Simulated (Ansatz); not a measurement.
# GaN: the cost of one run

Computed with Ansatz 0.2.0 (DFT PBE, scalar-relativistic, plane waves, PAW, unless a step's input says otherwise).

### 1 The starting structure

The structure is cubic, space group F-43m (No. 216). The conventional cell has a = 4.507 Å, b = 4.507 Å, c = 4.507 Å, α = 90.00°, β = 90.00°, γ = 90.00°. Around Ga (site symmetry -43m) lie 4 N at 1.95 Å. N (site symmetry -43m) has 4 Ga at 1.95 Å as nearest neighbours.

Structure file:

```cif
data_structure
_symmetry_space_group_name_H-M 'P 1'
_symmetry_Int_Tables_number 1
_cell_length_a 3.1869
_cell_length_b 3.1869
_cell_length_c 3.1869
_cell_angle_alpha 60.000
_cell_angle_beta 60.000
_cell_angle_gamma 60.000
_cell_volume 22.89
loop_
_atom_site_label
_atom_site_type_symbol
_atom_site_fract_x
_atom_site_fract_y
_atom_site_fract_z
_atom_site_occupancy
Ga1 Ga 0.00000 0.00000 0.00000 1
N1 N 0.25000 0.25000 0.25000 1
```

The start is a polymorph listed in a database, not an invented cell.

### 2 The guess as it stands, on a coarse mesh

File input.yaml:

```yaml
crystal:
  lattice:
    - [0.0, 2.2535007, 2.2535007]
    - [2.2535007, 0.0, 2.2535007]
    - [2.2535007, 2.2535007, 0.0]
  atoms:
    - { symbol: Ga, position: [0.0, 0.0, 0.0] }
    - { symbol: "N", position: [0.25, 0.25, 0.25] }
basis:
  ecutwfc: 420
kpoints:
  mp_grid: { grid: [6, 6, 6] }
hamiltonian:
  xc: pbe
scf:
  occupations: { method: gaussian, width: 0.1 }
  lower_state_search: "off"
output:
  forces: true
  stress: true
  eigenvalues: true
```

Started as:

```
$ ansatz run input.yaml --threads 1 --pin off --max-ram 2560MiB --backend cpu --events-out ev --progress --plain --runs-dir out
```

Q: Estimate wall time and peak memory on 1 thread of Intel Xeon Platinum 8259CL at 2.50GHz (Skylake/Cascade Lake), shared host.

About 1.1 s, with a peak of 0.3 GiB.
